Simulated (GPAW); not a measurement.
Set up this calculation in GPAW 26.7.0, as an ASE script.

```yaml
Task: band structure
Functional: r2SCAN
Potentials_or_basis: GPAW PAW data sets (gpaw-data 1.2.1)
Cutoff: 600 eV
Basis: pw
k_mesh: 10 × 10 × 5
Occupations: fermi-dirac, width 0.05 eV
Spin: no spin polarisation
Maxiter: 150
Band_path: GMKGALHA,LM,KH
Band_points: 100
```

Crystal: Hf.

```
Hf
1.0
     3.19670    0.00000    0.00000
    -1.59835    2.76842    0.00000
     0.00000    0.00000    5.05780
Hf
2
Direct
  0.66667 0.33333 0.75000
  0.33333 0.66667 0.25000
```

One way to write it, as run:

run.py

```python
from ase import Atoms
from ase.dft.bandgap import bandgap
from ase.io import write
from ase.units import Bohr, GPa
from gpaw import GPAW, PW
from gpaw.elf import elf_from_dft_calculation

atoms = Atoms(['Hf', 'Hf'],
              cell=[[3.1967, 0.0, 0.0],
                    [-1.59835, 2.7684234083, 0.0],
                    [0.0, 0.0, 5.0578]],
              scaled_positions=[[0.6666666667, 0.3333333333, 0.75],
                                [0.3333333333, 0.6666666667, 0.25]],
              pbc=True)

calc = GPAW(mode=PW(600),
            xc='MGGA_X_R2SCAN+MGGA_C_R2SCAN',
            kpts={'size': (10, 10, 5), 'gamma': True},
            occupations={'name': 'fermi-dirac', 'width': 0.05},
            nbands=24,
            convergence={'density': 1e-05, 'energy': 1e-05},
            maxiter=150,
            txt='gpaw.txt')
atoms.calc = calc
energy = atoms.get_potential_energy()
forces = atoms.get_forces()
stress = atoms.get_stress()
calc.write('gs.gpw')
write('result.traj', atoms)
print(f'Energy: {energy:.6f} eV')
print('Forces (eV/A):')
print(forces.round(4))
print('Stress (GPa):', (stress / GPa).round(3))
print('Fermi level:', round(calc.get_fermi_level(), 4), 'eV')
print(f'Gap: {bandgap(calc)[0]:.4f} eV, direct: {bandgap(calc, direct=True)[0]:.4f} eV')

# fields on the real-space grid
write('density.cube', atoms, data=calc.get_pseudo_density() * Bohr**3)
write('potential.cube', atoms, data=calc.get_electrostatic_potential())
write('elf.cube', atoms, data=elf_from_dft_calculation(calc).data)

path = atoms.cell.bandpath('GMKGALHA,LM,KH', npoints=100, eps=1e-4)
bs_calc = calc.fixed_density(kpts=path, symmetry='off', nbands=36,
                             convergence={'bands': 'CBM+6.0', 'eigenstates': 1e-6}, txt='bands.txt')
bs = bs_calc.band_structure()
bs.write('bs.json')
print(f'Gap on the path: {bandgap(bs_calc)[0]:.4f} eV')
```

Potentials or basis: GPAW PAW data sets (gpaw-data 1.2.1), pw.

Command:

```bash
$ OMP_NUM_THREADS=1 python run.py
```

Results of the run:

The pressure is 0.2 GPa and the band gap along the path is none (metal or under the smearing width).

Caveat: the PAW data sets were made with another functional, which shifts forces and pressure a little; spin-orbit coupling is left out, which moves the levels of the heavy elements.

It took 2.5 min on 1 thread of Arm Neoverse V2, on a shared host, peak memory 0.43 GiB.
